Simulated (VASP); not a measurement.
# BN (P6_3/mmc) in VASP: further runs, part 2 of 2

VASP 6.6.1.

**4. Relaxation of shape and atoms at fixed volume, PBE+D3(BJ)**

INCAR reads:

```
SYSTEM = BN
  ALGO = Fast
  EDIFF = 1E-7
  EDIFFG = -0.002
  ENCUT = 520
  GGA = PE
  IBRION = 2
  ISIF = 4
  ISMEAR = 0
  IVDW = 12
  LASPH = .True.
  LCHARG = .False.
  LREAL = .False.
  LWAVE = .False.
  NELM = 100
  NSW = 80
  PREC = Accurate
  SIGMA = 0.02
```

KPOINTS reads:

```
k-points
0
Gamma
  9 9 4
  0 0 0
```

POSCAR reads:

```
BN                                      
1.0
    2.5068106660      0.0000000000      0.0000000000
   -1.2534053330      2.1709617144      0.0000000000
    0.0000000000      0.0000000000      6.5856090186
  B               N             
     2     2
Direct
     0.3333333300000021    0.6666666699999979    0.2500000000000000
     0.6666666699999979    0.3333333300000021    0.7500000000000000
     0.3333333300000021    0.6666666699999979    0.7500000000000000
     0.6666666699999979    0.3333333300000021    0.2500000000000000
```

Potentials or basis: VASP PAW PBE potentials, release 64 (B, N).

Started as:

```
> cat potpaw_PBE.64/B/POTCAR potpaw_PBE.64/N/POTCAR > POTCAR
> mpirun -np 1 vasp_std > vasp.out
```

OUTCAR:

```text
SYSTEM = BN
   EDIFF = 1E-7
   EDIFFG = -0.002
   ENCUT = 520
   GGA = PE
   IBRION = 2
   ISIF = 4
   ISMEAR = 0
   IVDW = 12
   LASPH = .True.
   LREAL = .False.
   NELM = 100
   NSW = 80
   PREC = Accurate
 IVDW          = 12

 ion  position               nearest neighbor table
   1  0.333  0.667  0.250-   4 1.45   4 1.45   4 1.45
   2  0.667  0.333  0.750-   3 1.45   3 1.45   3 1.45
   3  0.333  0.667  0.750-   2 1.45   2 1.45   2 1.45
   4  0.667  0.333  0.250-   1 1.45   1 1.45   1 1.45

  LATTYP: Found a hexagonal cell.
 ALAT       =     2.5068106660
 C/A-ratio  =     2.6270867233

  Lattice vectors:

 A1 = (   2.5068106660,   0.0000000000,   0.0000000000)
 A2 = (  -1.2534053330,   2.1709617144,   0.0000000000)
 A3 = (   0.0000000000,   0.0000000000,   6.5856090186)

Analysis of symmetry for initial positions (statically):
=====================================================================
 Subroutine PRICEL returns:
 Original cell was already a primitive cell.

 Routine SETGRP: Setting up the symmetry group for a
 hexagonal supercell.

 Subroutine GETGRP returns: Found 24 space group operations
 (whereof 12 operations were pure point group operations)
 out of a pool of 24 trial point group operations.

The static configuration has the point symmetry D_3d.
 The point group associated with its full space group is D_6h.

Analysis of symmetry for dynamics (positions and initial velocities):
=====================================================================
 Subroutine PRICEL returns:
 Original cell was already a primitive cell.

 Routine SETGRP: Setting up the symmetry group for a
 hexagonal supercell.

 Subroutine GETGRP returns: Found 24 space group operations
 (whereof 12 operations were pure point group operations)
 out of a pool of 24 trial point group operations.

The dynamic configuration has the point symmetry D_3d.
 The point group associated with its full space group is D_6h.

 Subroutine INISYM returns: Found 24 space group operations
 (whereof 12 operations are pure point group operations),
 and found     1 'primitive' translations

[... 140 lines left out ...]

 Free energy of the ion-electron system (eV)
  ---------------------------------------------------
  ext. energy  EPLUGINS =         0.00000000
  ---------------------------------------------------
  free energy    TOTEN  =       -35.14856839 eV

  energy without entropy =      -35.14856839  energy(sigma->0) =      -35.14856839

 E-fermi :   2.5054     XC(G=0): -10.1177

 val. band max:        2.3249875709   @ k =   0.3333   0.3333   0.5000
 cond. band min:       6.7042821836   @ k =   0.4444   0.1111   0.0000
 fundamental gap:      4.3792946127
 Fermi energy:         2.5053684683

 k-point     1 :       0.0000    0.0000    0.0000
  band No.  band energies     occupation
      1     -15.4620      2.00000
      2     -15.1481      2.00000
      3      -3.9080      2.00000
      4      -1.6935      2.00000
      5       0.9909      2.00000
      6       0.9909      2.00000
      7       1.0316      2.00000
      8       1.0316      2.00000
      9       7.6393      0.00000
     10      12.7275      0.00000
     11      13.8568      0.00000
     12      13.8999      0.00000
[... 331 lines left out ...]
 k-point    24 :       0.3333    0.3333    0.2500
  band No.  band energies     occupation
      1     -11.6467      2.00000
      2     -11.6467      2.00000
      3      -5.6063      2.00000
      4      -5.4846      2.00000
      5      -4.8169      2.00000
      6      -4.8169      2.00000
      7       2.2797      2.00000
      8       2.2797      2.00000
      9       7.0736      0.00000
     10       7.0736      0.00000
     11      13.4023      0.00000
     12      15.8514      0.00000

 [... further k-points ...]

------------------------ aborting loop because EDIFF is reached ----------------------------------------

 Edisp (eV)   -0.56902

 E8    (eV) :    -0.1668

  FORCE on cell =-STRESS in cart. coord.  units (eV):
  Direction    XX          YY          ZZ          XY          YZ          ZX
  --------------------------------------------------------------------------------------
  -------------------------------------------------------------------------------------
  Total      -0.00036    -0.00036    -0.00359     0.00000     0.00000     0.00000
  in kB      -0.01587    -0.01587    -0.16033     0.00000     0.00000     0.00000
  external pressure =       -0.06 kB  Pullay stress =        0.00 kB

 VOLUME and BASIS-vectors are now :
 -----------------------------------------------------------------------------
  energy-cutoff  :      520.00
  volume of cell :       35.84
      direct lattice vectors                 reciprocal lattice vectors
     2.506810666  0.000000000  0.000000000     0.398913254  0.230312675  0.000000000
    -1.253405333  2.170961714  0.000000000     0.000000000  0.460625350  0.000000000
     0.000000000  0.000000000  6.585609019     0.000000000  0.000000000  0.151846245

 POSITION                                       TOTAL-FORCE (eV/Angst)
 -----------------------------------------------------------------------------------
     -0.00000      1.44731      1.64640         0.000000     -0.000000      0.000000
      1.25341      0.72365      4.93921        -0.000000      0.000000      0.000000
     -0.00000      1.44731      4.93921        -0.000000      0.000000      0.000000
      1.25341      0.72365      1.64640         0.000000     -0.000000      0.000000
 -----------------------------------------------------------------------------------
    total drift:                               -0.000002      0.000001      0.000000

  FREE ENERGIE OF THE ION-ELECTRON SYSTEM (eV)
  ---------------------------------------------------
  free  energy   TOTEN  =       -35.7175928129 eV

  energy  without entropy=      -35.7175928129  energy(sigma->0) =      -35.71759281

 reached required accuracy - stopping structural energy minimisation
```

OSZICAR:

```text
N       E                     dE             d eps       ncg     rms          rms(c)
DAV:   1     0.590673497334E+02    0.59067E+02   -0.83503E+03   864   0.123E+03
DAV:   2    -0.345485882030E+02   -0.93616E+02   -0.86322E+02  1260   0.263E+02
DAV:   3    -0.386304459261E+02   -0.40819E+01   -0.40657E+01  1096   0.576E+01
DAV:   4    -0.386728731344E+02   -0.42427E-01   -0.42394E-01  1052   0.635E+00
DAV:   5    -0.386735494903E+02   -0.67636E-03   -0.67625E-03  1092   0.774E-01    0.112E+01
RMM:   6    -0.354349543167E+02    0.32386E+01   -0.69612E+00   864   0.204E+01    0.507E+00
RMM:   7    -0.352287043552E+02    0.20625E+00   -0.18621E+00   864   0.113E+01    0.310E+00
RMM:   8    -0.351769101451E+02    0.51794E-01   -0.36279E-01   864   0.496E+00    0.951E-01
RMM:   9    -0.351475177575E+02    0.29392E-01   -0.62394E-02   864   0.253E+00    0.201E-01
RMM:  10    -0.351501125156E+02   -0.25948E-02   -0.29820E-02   864   0.131E+00    0.267E-01
RMM:  11    -0.351486752690E+02    0.14372E-02   -0.28064E-03   864   0.604E-01    0.104E-01
RMM:  12    -0.351485536744E+02    0.12159E-03   -0.13579E-03   864   0.298E-01    0.836E-03
RMM:  13    -0.351485673703E+02   -0.13696E-04   -0.10554E-04   868   0.124E-01    0.917E-03
RMM:  14    -0.351485688793E+02   -0.15090E-05   -0.15124E-05   874   0.355E-02    0.750E-03
RMM:  15    -0.351485684455E+02    0.43383E-06   -0.25023E-06   866   0.164E-02    0.236E-03
RMM:  16    -0.351485684247E+02    0.20781E-07   -0.14651E-06   865   0.983E-03    0.116E-03
RMM:  17    -0.351485683919E+02    0.32812E-07   -0.14339E-07   611   0.396E-03
   1 F= -.35717593E+02 E0= -.35717593E+02  d E =-.357176E+02
```

Run time: 12 s. Hardware: 1 thread of Intel Xeon 6975P-C (Granite Rapids), shared host; peak memory 0.16 GiB.

Results:

| Property | Result |
| --- | --- |
| Free energy | -35.7176 eV |
| Pressure after relaxing | 0.0 GPa |
| Band gap on the k mesh | 4.38 eV, indirect (least direct gap 4.63 eV) |
| Dispersion energy per atom | -0.142 eV |

Final structure:
```xyz
4
Lattice="2.5068 0.0000 0.0000 -1.2534 2.1710 0.0000 0.0000 0.0000 6.5856" Properties=species:S:1:pos:R:3 pbc="T T T"
B     0.0000    1.4473    1.6464
B     1.2534    0.7237    4.9392
N     0.0000    1.4473    4.9392
N     1.2534    0.7237    1.6464
```

Levels at points of the mesh, in eV from the valence-band top:
| k point | band 6 | band 7 | band 8 | band 9 | band 10 | band 11 |
| --- | --- | --- | --- | --- | --- | --- |
| (0.00, 0.00, 0.00) | -1.33 | -1.29 | -1.29 | 5.31 | 10.40 | 11.53 |
| (0.00, 0.00, 0.50) | -1.31 | -1.31 | -1.31 | 7.72 | 7.72 | 11.58 |

Caveat: the relaxation stopped at its first step, so nothing moved; an odd mesh through Γ misses points on the zone boundary, where band edges often lie.

**5. Relaxation of shape and atoms at fixed volume, PBE+D3(BJ) (a relaxed cell with its volume scaled by 0.97)**

INCAR is that of step 4.

KPOINTS is that of step 4.

Edit POSCAR of step 4 so:

```diff
@@ -2,5 +2,5 @@
 1.0
-    2.5068106660      0.0000000000      0.0000000000
-   -1.2534053330      2.1709617144      0.0000000000
-    0.0000000000      0.0000000000      6.5856090186
+    2.4814876148      0.0000000000      0.0000000000
+   -1.2407438074      2.1490313088      0.0000000000
+    0.0000000000      0.0000000000      6.5190831670
   B               N
```

Started as:

```
> cat potpaw_PBE.64/B/POTCAR potpaw_PBE.64/N/POTCAR > POTCAR
> mpirun -np 1 vasp_std > vasp.out
```

Run time: 16 s. Hardware: 1 thread of Intel Xeon 6975P-C (Granite Rapids), shared host; peak memory 0.15 GiB.

Results (log left out):

- Free energy: -35.7133 eV
- Energy gained by relaxing: 5.6 meV/atom
- Ionic steps: 3
- Pressure after relaxing: 1.0 GPa
- Band gap on the k mesh: 4.36 eV, indirect (least direct gap 4.58 eV)
- Dispersion energy per atom: -0.148 eV

Step by step:
| step | energy change (eV) | largest force (eV/Å) | pressure (GPa) | volume (Å³) |
| --- | --- | --- | --- | --- |
| 1 | 0.0000 | 0.0000 | 7.82 | 34.76 |
| 2 | -0.0222 | 0.0000 | 0.51 | 34.76 |
| 3 | -0.0224 | 0.0000 | 1.04 | 34.76 |

Final structure:
```
B N
1.0
     2.50440    0.00000    0.00000
    -1.25220    2.16887    0.00000
     0.00000    0.00000    6.40037
B N
2 2
Cartesian
  0.0000 1.4459 1.6001
  1.2522 0.7230 4.8003
  0.0000 1.4459 4.8003
  1.2522 0.7230 1.6001
```

Levels at points of the mesh, in eV from the valence-band top:
| k point | band 5 | band 6 | band 7 | band 8 | band 9 | band 10 | band 11 | band 12 |
| --- | --- | --- | --- | --- | --- | --- | --- | --- |
| (0.00, 0.00, 0.00) | -1.33 | -1.33 | -1.28 | -1.28 | 5.51 | 10.74 | 11.53 | 11.56 |
| (0.00, 0.00, 0.50) | -1.30 | -1.30 | -1.30 | -1.30 | 8.08 | 8.08 | 11.61 | 11.61 |

Caveat: an odd mesh through Γ misses points on the zone boundary, where band edges often lie.

**6. Relaxation of shape and atoms at fixed volume, PBE+D3(BJ) (a relaxed cell with its volume scaled by 1.03)**

INCAR is that of step 5.

KPOINTS is that of step 5.

Edit POSCAR of step 5 so:

```diff
@@ -2,5 +2,5 @@
 1.0
-    2.4814876148      0.0000000000      0.0000000000
-   -1.2407438074      2.1490313088      0.0000000000
-    0.0000000000      0.0000000000      6.5190831670
+    2.5316321878      0.0000000000      0.0000000000
+   -1.2658160939      2.1924577828      0.0000000000
+    0.0000000000      0.0000000000      6.6508173091
   B               N
```

Potentials or basis: VASP PAW PBE potentials, release 64 (B, N).

Started as:

```
> cat potpaw_PBE.64/B/POTCAR potpaw_PBE.64/N/POTCAR > POTCAR
> mpirun -np 1 vasp_std > vasp.out
```

Run time: 16 s. Hardware: 1 thread of Intel Xeon 6975P-C (Granite Rapids), shared host; peak memory 0.16 GiB.

Results (log left out):

```
Free energy                : -35.7160 eV
Energy gained by relaxing  : 5.2 meV/atom
Ionic steps                : 2
Pressure after relaxing    : -0.8 GPa
Band gap on the k mesh     : 4.41 eV, indirect (least direct gap 4.63 eV)
Dispersion energy per atom : -0.137 eV
```

The path:
```tsv
step	energy change (eV)	largest force (eV/Å)	pressure (GPa)	volume (Å³)
1	0.0000	0.0000	-6.82	36.92
2	-0.0208	0.0000	-0.76	36.92
```

Final structure:
```cif
data_structure
_symmetry_space_group_name_H-M 'P 1'
_symmetry_Int_Tables_number 1
_cell_length_a 2.5087
_cell_length_b 2.5087
_cell_length_c 6.7727
_cell_angle_alpha 90.000
_cell_angle_beta 90.000
_cell_angle_gamma 120.000
_cell_volume 36.92
loop_
_atom_site_label
_atom_site_type_symbol
_atom_site_fract_x
_atom_site_fract_y
_atom_site_fract_z
_atom_site_occupancy
B1 B 0.33333 0.66667 0.25000 1
B2 B 0.66667 0.33333 0.75000 1
N1 N 0.33333 0.66667 0.75000 1
N2 N 0.66667 0.33333 0.25000 1
```

Levels at points of the mesh, in eV from the valence-band top:
| k point | band 6 | band 7 | band 8 | band 9 | band 10 | band 11 |
| --- | --- | --- | --- | --- | --- | --- |
| (0.00, 0.00, 0.00) | -1.34 | -1.31 | -1.31 | 5.14 | 10.07 | 11.52 |
| (0.00, 0.00, 0.50) | -1.32 | -1.32 | -1.32 | 7.40 | 7.40 | 11.56 |

Caveat: an odd mesh through Γ misses points on the zone boundary, where band edges often lie.

**7. Summary**

```csv
task,cell,gap on the mesh (eV),pressure (GPa)
relaxation of cell and atoms,relaxed,4.38,0.0
relaxation of shape and atoms at fixed volume,relaxed at fixed volume,4.38,0.0
relaxation of shape and atoms at fixed volume,relaxed at fixed volume from: a relaxed cell with its volume scaled by 0.97,4.36,1.0
relaxation of shape and atoms at fixed volume,relaxed at fixed volume from: a relaxed cell with its volume scaled by 1.03,4.41,-0.8
```

Alike in all rows: level PBE+D3(BJ); potentials or basis VASP PAW PBE potentials, release 64 (B, N); no spin polarisation; k mesh 9 × 9 × 4; cutoff (eV) 520; smearing gaussian 0.02 eV.

Caveats: an odd mesh through Γ misses points on the zone boundary, where band edges often lie; the relaxation stopped at its first step, so nothing moved (some runs).

Total energies depend on the potentials used, so only differences within one code and one set of settings carry meaning.
